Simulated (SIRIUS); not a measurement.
# CdS (Hawleyite) (F-43m) in SIRIUS: a series of runs, part 4 of 4

SIRIUS 7.12.0. The steps go on from the part before.

## Step 8: Equation of state, LDA, 25.80 Å³/atom (volume scaled by 1.04)

Input file sirius.json:

```json
{
  "control": {
    "processing_unit": "cpu",
    "std_evp_solver_name": "lapack",
    "gen_evp_solver_name": "lapack",
    "verbosity": 2,
    "print_forces": false,
    "ortho_rf": true,
    "use_second_variation": true,
    "rmt_max": 3.0,
    "num_bands_to_print": 24,
    "save_wf": true
  },
  "parameters": {
    "electronic_structure_method": "full_potential_lapwlo",
    "xc_functionals": ["XC_LDA_X", "XC_LDA_C_PW"],
    "core_relativity": "dirac",
    "valence_relativity": "iora",
    "num_fv_states": 24,
    "smearing": "fermi_dirac",
    "smearing_width": 0.0018374661,
    "pw_cutoff": 20,
    "gk_cutoff": 3.58,
    "lmax_apw": 10,
    "lmax_rho": 8,
    "lmax_pot": 8,
    "num_mag_dims": 0,
    "auto_rmt": 0,
    "ngridk": [8, 8, 8],
    "shiftk": [0, 0, 0],
    "num_dft_iter": 80,
    "energy_tol": 1e-07,
    "density_tol": 1e-05,
    "use_symmetry": true
  },
  "settings": {"tol_ne": 1e-10},
  "iterative_solver": {"type": "exact"},
  "mixer": {"type": "anderson", "beta": 0.5, "max_history": 8},
  "unit_cell": {
    "lattice_vectors": [[0.0, 5.5839127996, 5.5839127996], [5.5839127996, 0.0, 5.5839127996], [5.5839127996, 5.5839127996, 0.0]],
    "atom_types": ["Cd", "S"],
    "atom_files": {"Cd": "Cd.json", "S": "S.json"},
    "atoms": {"Cd": [[0.0, 0.0, 0.0]], "S": [[0.75, 0.75, 0.75]]}
  }
}
```

Input file Cd.json:

```json
{
  "name": "cadmium",
  "symbol": "Cd",
  "number": 48,
  "mass": 112.411,
  "rmin": 1e-06,
  "rmt": 2.42,
  "nrmt": 800,
  "rinf": 14.45,
  "core": "1s2s2p3s3p3d",
  "valence": [
    {"basis": [{"enu": -0.11, "dme": 0, "n": 0, "auto": 0}, {"enu": -0.11, "dme": 1, "n": 0, "auto": 0}]},
    {"l": 0, "n": 1, "basis": [{"enu": -0.01, "dme": 0, "n": 0, "auto": 0}]},
    {"l": 1, "n": 2, "basis": [{"enu": -0.01, "dme": 0, "n": 0, "auto": 0}]},
    {"l": 2, "n": 3, "basis": [{"enu": -0.0702, "dme": 0, "n": 0, "auto": 0}]},
    {"l": 3, "n": 4, "basis": [{"enu": -0.01, "dme": 0, "n": 0, "auto": 0}]}
  ],
  "lo": [
    {"l": 0, "basis": [{"enu": -0.01, "dme": 0, "n": 0, "auto": 0}, {"enu": -0.01, "dme": 1, "n": 0, "auto": 0}]},
    {
      "l": 0,
      "basis": [{"enu": -3.6689, "dme": 0, "n": 4, "auto": 1}, {"enu": -3.6689, "dme": 1, "n": 4, "auto": 1}]
    },
    {
      "l": 0,
      "basis": [{"enu": -3.6689, "dme": 1, "n": 4, "auto": 1}, {"enu": -0.01, "dme": 0, "n": 0, "auto": 0}]
    },
    {
      "l": 0,
      "basis": [{"enu": -0.01, "dme": 0, "n": 0, "auto": 0}, {"enu": 2.7221, "dme": 0, "n": 0, "auto": 0}]
    },
    {"l": 1, "basis": [{"enu": -0.01, "dme": 0, "n": 0, "auto": 0}, {"enu": -0.01, "dme": 1, "n": 0, "auto": 0}]},
    {
      "l": 1,
      "basis": [{"enu": -2.2496, "dme": 0, "n": 4, "auto": 1}, {"enu": -2.2496, "dme": 1, "n": 4, "auto": 1}]
    },
    {
      "l": 1,
      "basis": [{"enu": -2.2496, "dme": 1, "n": 4, "auto": 1}, {"enu": -0.01, "dme": 0, "n": 0, "auto": 0}]
    },
    {
      "l": 1,
      "basis": [{"enu": -0.01, "dme": 0, "n": 0, "auto": 0}, {"enu": 3.1319, "dme": 0, "n": 0, "auto": 0}]
    },
    {
      "l": 2,
      "basis": [{"enu": -0.0702, "dme": 0, "n": 0, "auto": 0}, {"enu": -0.0702, "dme": 1, "n": 0, "auto": 0}]
    },
    {
      "l": 2,
      "basis": [{"enu": -0.0702, "dme": 1, "n": 0, "auto": 0}, {"enu": -0.0702, "dme": 2, "n": 0, "auto": 0}]
    },
    {
      "l": 2,
      "basis": [{"enu": -0.0702, "dme": 0, "n": 0, "auto": 0}, {"enu": 2.5936, "dme": 0, "n": 0, "auto": 0}]
    },
    {"l": 3, "basis": [{"enu": -0.01, "dme": 0, "n": 0, "auto": 0}, {"enu": -0.01, "dme": 1, "n": 0, "auto": 0}]},
    {
      "l": 3,
      "basis": [{"enu": -0.01, "dme": 0, "n": 0, "auto": 0}, {"enu": 2.9611, "dme": 0, "n": 0, "auto": 0}]
    }
  ],
  "free_atom": [... radial grid and density of the free atom, the start of the SCF ...]
}
```

Input file S.json:

```json
{
  "name": "sulphur",
  "symbol": "S",
  "number": 16,
  "mass": 32.065,
  "rmin": 1e-06,
  "rmt": 2.18,
  "nrmt": 800,
  "rinf": 13.52,
  "core": "1s",
  "valence": [
    {"basis": [{"enu": -0.11, "dme": 0, "n": 0, "auto": 0}, {"enu": -0.11, "dme": 1, "n": 0, "auto": 0}]},
    {"l": 0, "n": 1, "basis": [{"enu": -0.1466, "dme": 0, "n": 0, "auto": 0}]},
    {"l": 1, "n": 2, "basis": [{"enu": -0.01, "dme": 0, "n": 0, "auto": 0}]},
    {"l": 2, "n": 3, "basis": [{"enu": -0.01, "dme": 0, "n": 0, "auto": 0}]},
    {"l": 3, "n": 4, "basis": [{"enu": -0.01, "dme": 0, "n": 0, "auto": 0}]}
  ],
  "lo": [
    {
      "l": 0,
      "basis": [{"enu": -0.1466, "dme": 0, "n": 0, "auto": 0}, {"enu": -0.1466, "dme": 1, "n": 0, "auto": 0}]
    },
    {
      "l": 0,
      "basis": [{"enu": -0.1466, "dme": 1, "n": 0, "auto": 0}, {"enu": -0.1466, "dme": 2, "n": 0, "auto": 0}]
    },
    {
      "l": 0,
      "basis": [{"enu": -7.4863, "dme": 0, "n": 2, "auto": 1}, {"enu": -7.4863, "dme": 1, "n": 2, "auto": 1}]
    },
    {
      "l": 0,
      "basis": [{"enu": -0.1466, "dme": 0, "n": 0, "auto": 0}, {"enu": 2.3784, "dme": 0, "n": 0, "auto": 0}]
    },
    {"l": 1, "basis": [{"enu": -0.01, "dme": 0, "n": 0, "auto": 0}, {"enu": -0.01, "dme": 1, "n": 0, "auto": 0}]},
    {
      "l": 1,
      "basis": [{"enu": -5.4982, "dme": 0, "n": 2, "auto": 1}, {"enu": -5.4982, "dme": 1, "n": 2, "auto": 1}]
    },
    {
      "l": 1,
      "basis": [{"enu": -5.4982, "dme": 1, "n": 2, "auto": 1}, {"enu": -0.01, "dme": 0, "n": 0, "auto": 0}]
    },
    {
      "l": 1,
      "basis": [{"enu": -0.01, "dme": 0, "n": 0, "auto": 0}, {"enu": 3.8617, "dme": 0, "n": 0, "auto": 0}]
    },
    {"l": 2, "basis": [{"enu": -0.01, "dme": 0, "n": 0, "auto": 0}, {"enu": -0.01, "dme": 1, "n": 0, "auto": 0}]},
    {"l": 2, "basis": [{"enu": -0.01, "dme": 1, "n": 0, "auto": 0}, {"enu": -0.01, "dme": 2, "n": 0, "auto": 0}]},
    {
      "l": 2,
      "basis": [{"enu": -0.01, "dme": 0, "n": 0, "auto": 0}, {"enu": 3.2726, "dme": 0, "n": 0, "auto": 0}]
    },
    {"l": 3, "basis": [{"enu": -0.01, "dme": 0, "n": 0, "auto": 0}, {"enu": -0.01, "dme": 1, "n": 0, "auto": 0}]}
  ],
  "free_atom": [... radial grid and density of the free atom, the start of the SCF ...]
}
```

Input file sirius_start.json:

```json
{
  "control": {
    "processing_unit": "cpu",
    "std_evp_solver_name": "lapack",
    "gen_evp_solver_name": "lapack",
    "verbosity": 1,
    "print_forces": false,
    "ortho_rf": true,
    "use_second_variation": true,
    "rmt_max": 3.0,
    "num_bands_to_print": 24,
    "save_wf": false
  },
  "parameters": {
    "electronic_structure_method": "full_potential_lapwlo",
    "xc_functionals": ["XC_LDA_X", "XC_LDA_C_PW"],
    "core_relativity": "dirac",
    "valence_relativity": "iora",
    "num_fv_states": 24,
    "smearing": "fermi_dirac",
    "smearing_width": 0.0055123983,
    "pw_cutoff": 20,
    "gk_cutoff": 2.86,
    "lmax_apw": 10,
    "lmax_rho": 8,
    "lmax_pot": 8,
    "num_mag_dims": 0,
    "auto_rmt": 0,
    "ngridk": [3, 3, 3],
    "shiftk": [0, 0, 0],
    "num_dft_iter": 30,
    "energy_tol": 0.01,
    "density_tol": 0.05,
    "use_symmetry": true
  },
  "settings": {"tol_ne": 1e-10},
  "iterative_solver": {"type": "exact"},
  "mixer": {"type": "anderson", "beta": 0.5, "max_history": 8},
  "unit_cell": {
    "lattice_vectors": [[0.0, 5.5839127996, 5.5839127996], [5.5839127996, 0.0, 5.5839127996], [5.5839127996, 5.5839127996, 0.0]],
    "atom_types": ["Cd", "S"],
    "atom_files": {"Cd": "Cd.json", "S": "S.json"},
    "atoms": {"Cd": [[0.0, 0.0, 0.0]], "S": [[0.75, 0.75, 0.75]]}
  }
}
```

Command:

```sh
> OMP_NUM_THREADS=1 sirius.scf --input=sirius_start.json --output=start.json
> OMP_NUM_THREADS=1 sirius.scf --input=sirius.json --output=output.json --task=1
```

Run time: 85 s. Hardware: 1 thread of Arm Neoverse N1, shared host; peak memory 0.46 GiB.

It converged, with:

- Free energy: -162970.4019 eV
- Band gap on the k mesh: 0.78 eV, direct
- All electrons inside the program's atomic spheres: Cd 46.25; S 14.43 (radii Cd 2.42, S 2.18 bohr)

## Step 9: Equation of state, LDA, 26.30 Å³/atom (volume scaled by 1.06)

Changes to sirius.json since step 8:

```diff
@@ -39,3 +39,3 @@
   "unit_cell": {
-    "lattice_vectors": [[0.0, 5.5839127996, 5.5839127996], [5.5839127996, 0.0, 5.5839127996], [5.5839127996, 5.5839127996, 0.0]],
+    "lattice_vectors": [[0.0, 5.6194800822, 5.6194800822], [5.6194800822, 0.0, 5.6194800822], [5.6194800822, 5.6194800822, 0.0]],
     "atom_types": ["Cd", "S"],
```

Cd.json is that of step 8.

S.json is that of step 8.

Changes to sirius_start.json since step 8:

```diff
@@ -39,3 +39,3 @@
   "unit_cell": {
-    "lattice_vectors": [[0.0, 5.5839127996, 5.5839127996], [5.5839127996, 0.0, 5.5839127996], [5.5839127996, 5.5839127996, 0.0]],
+    "lattice_vectors": [[0.0, 5.6194800822, 5.6194800822], [5.6194800822, 0.0, 5.6194800822], [5.6194800822, 5.6194800822, 0.0]],
     "atom_types": ["Cd", "S"],
```

Potentials or basis: all-electron FP-LAPW, apw+lo standard.

Command:

```sh
> OMP_NUM_THREADS=1 sirius.scf --input=sirius_start.json --output=start.json
> OMP_NUM_THREADS=1 sirius.scf --input=sirius.json --output=output.json --task=1
```

Wall time 80 s (1 thread of Arm Neoverse N1, shared host); peak memory 0.47 GiB.

The run converged. Its results:

* Free energy: -162970.3720 eV
* Band gap on the k mesh: 0.74 eV, direct
* All electrons inside the program's atomic spheres: Cd 46.24; S 14.41 (radii Cd 2.42, S 2.18 bohr)

## Step 10: Equation of state, LDA

This step only gathers the single runs of the series.

What came out:

- Equilibrium volume: 23.83 Å³/atom
- Bulk modulus: 67 GPa
- Pressure derivative of the bulk modulus: 4.2 (rough: it moves with the points fitted)

Energy against volume, from the lowest point:
```csv
volume (Å³/atom),energy (meV/atom)
23.319,2.46
23.815,0.00
24.312,2.43
24.808,7.63
25.304,17.21
25.800,30.12
26.296,45.07
```
